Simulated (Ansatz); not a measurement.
# TiAl3 (Pm-3m): electronic heat capacity and spin susceptibility from the density of states

Method: DFT PBEsol, scalar-relativistic, plane waves, PAW (Ansatz 0.2.0).

Cutoff 420 eV; k points 10×10×10 on the computed 4-atom cell (Γ-centred); Gaussian smearing, width 0.10 eV; no spin polarisation.

Relaxed cell: Pm-3m, a = 3.948 Å, b = 3.948 Å, c = 3.948 Å, α = 90.00°, β = 90.00°, γ = 90.00°, 4 atoms in the primitive cell. This form isn't the usual stable structure of the compound.

The density of states at the Fermi level is 2.298 states/eV in the cell of 4 atoms (1 formula unit; both spins, tetrahedra on a 15×15×15 mesh).

What Sommerfeld coefficient and Pauli susceptibility does this give?

Per formula unit N(E_F) = 2.298 states/eV. γ = (π²/3) k_B² N(E_F) N_A = 2.357 mJ/(mol K²) per state/eV, so γ = 5.4 mJ/(mol K²), a mole of formula units. χ_P = μ_B² N(E_F) N_A = 3.23×10⁻⁵ emu/mol per state/eV gives 7.4×10⁻⁵ emu/mol. This is the bare band result: a measured γ of the same phase is as a rule larger by a factor 1 + λ from phonons and spin fluctuations, the spin part of χ is larger by the Stoner factor, and a measured χ also holds orbital and core terms. N(E_F) at one energy is sensitive to the mesh where the density of states has sharp peaks.

Cost: 1 run of about 0.85 core-minutes, on Intel Xeon Platinum 8259CL (Skylake/Cascade Lake) (shared hosts).